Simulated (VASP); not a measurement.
Crystal: CdS (Hawleyite).

```
Cd S
1.0
     0.00000    2.91650    2.91650
     2.91650    0.00000    2.91650
     2.91650    2.91650    0.00000
Cd S
1 1
Cartesian
  0.0000 0.0000 0.0000
  1.4583 1.4583 1.4583
```

| Item | Value |
| --- | --- |
| Program | VASP 6.6.1 |
| Task | relaxation of cell and atoms |
| Functional | LDA |
| Potentials or basis | VASP PAW LDA potentials, release 64 (Cd, S) |
| Cutoff | 600 eV |
| k mesh | 8 × 8 × 8 |
| Occupations | gaussian, width 0.03 eV |
| Spin | no spin polarisation |

At the start: pressure -2.0 GPa; volume 24.81 Å³/atom.

Problem. How do energy, volume and symmetry change on relaxing?

Solution. Over 3 steps the energy falls by 5.1 meV/atom and the volume is 24.02 Å³/atom (-3.2 %); space group F-43m (No. 216, to 0.05 Å).

The path:
| step | energy change (eV) | largest force (eV/Å) | pressure (GPa) | volume (Å³) |
| --- | --- | --- | --- | --- |
| 1 | 0.0000 | 0.0000 | -2.02 | 49.62 |
| 2 | -0.0083 | 0.0000 | 0.91 | 47.41 |
| 3 | -0.0102 | 0.0000 | -0.02 | 48.04 |

Final structure:
```yaml
crystal:
  lattice:
    - [0.00000, 2.88539, 2.88539]
    - [2.88539, 0.00000, 2.88539]
    - [2.88539, 2.88539, 0.00000]
  atoms:
    - { symbol: Cd, position: [0.00000, 0.00000, 0.00000] }
    - { symbol: S, position: [0.25000, 0.25000, 0.25000] }
```
